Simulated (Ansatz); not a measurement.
TiAl:

```
Ti Al
1.0
     3.17906    0.00000    0.00000
     0.00000    3.17906    0.00000
     0.00000    0.00000    3.17906
Ti Al
1 1
Direct
  0.00000 0.00000 0.00000
  0.50000 0.50000 0.50000
```

The cell comes from a database or a generator and needn't be the stable form of this composition.

| Item | Value |
| --- | --- |
| Program | Ansatz 0.2.0 |
| Task | relaxation of cell and atoms |
| Functional | PBE |
| Dispersion | D3(BJ) |
| Potentials or basis | Ansatz PAW |
| Cutoff | 420 eV (not typed: the program's choice for these potentials) |
| k mesh | 8 × 8 × 8 |
| Occupations | fermi-dirac, width 0.05 eV |
| Spin | no spin polarisation |

At the start: volume 16.06 Å³/atom.

Q: How do energy, volume and symmetry change on relaxing?

A: It ends after 5 steps and the volume is 15.48 Å³/atom (-3.6 %); space group Pm-3m (No. 221, to 0.05 Å).

Step by step:
```csv
step,energy change (eV),largest force (eV/Å),volume (Å³)
1,0.0000,0.0000,32.13
2,-0.0120,0.0000,30.38
3,-0.0160,0.0000,30.99
4,-0.0161,0.0000,30.96
5,-0.0158,0.0000,30.96
```

Final structure:
```cif
data_structure
_symmetry_space_group_name_H-M 'P 1'
_symmetry_Int_Tables_number 1
_cell_length_a 3.1400
_cell_length_b 3.1400
_cell_length_c 3.1400
_cell_angle_alpha 90.000
_cell_angle_beta 90.000
_cell_angle_gamma 90.000
_cell_volume 30.96
loop_
_atom_site_label
_atom_site_type_symbol
_atom_site_fract_x
_atom_site_fract_y
_atom_site_fract_z
_atom_site_occupancy
Ti1 Ti 0.00000 0.00000 0.00000 1
Al1 Al 0.50000 0.50000 0.50000 1
```

Caveat: the plane-wave basis is chosen anew once the cell has moved, so the energies of steps on either side of that aren't comparable; pairwise dispersion overbinds metals, which lowers pressure and volume.
